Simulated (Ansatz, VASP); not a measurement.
# HfN: VASP beside Ansatz

```
Hf N
1.0
     0.00000    2.26500    2.26500
     2.26500    0.00000    2.26500
     2.26500    2.26500    0.00000
Hf N
1 1
Direct
  0.00000 0.00000 0.00000
  0.50000 0.50000 0.50000
```

Alike in both runs: task relaxation of cell and atoms; functional LDA; k mesh 16 × 16 × 16; occupations gaussian, width 0.1 eV; no spin polarisation.

|  | VASP | Ansatz |
| --- | --- | --- |
| version | VASP 6.6.1 | Ansatz 0.2.0 |
| potentials or method | VASP PAW LDA potentials, release 64 (Hf_pv, N) | scalar-relativistic, plane waves, PAW |
| plane-wave cutoff (eV) | 600 | 420 |
| valence electrons in the cell | 15 | 31 |

|  | VASP | Ansatz | Ansatz less VASP |
| --- | --- | --- | --- |
| gap on the k mesh at the Fermi level, each at its own relaxed structure (eV) | none | none | - |
| relaxed volume (Å³/atom) | 11.10 | 11.15 | +0.046 |
| relaxed cell length with the largest relative difference (Å) | 3.155 | 3.159 | +0.0043 |
| energy change over the relaxation (meV/atom) | -21 | -17 | +4.0 |

A gap of «none» marks a metal or a gap that the smearing closes. The two sets of potentials don't hold the same shells in valence.

The runs have no spin-orbit coupling, so splittings on Hf are missing.
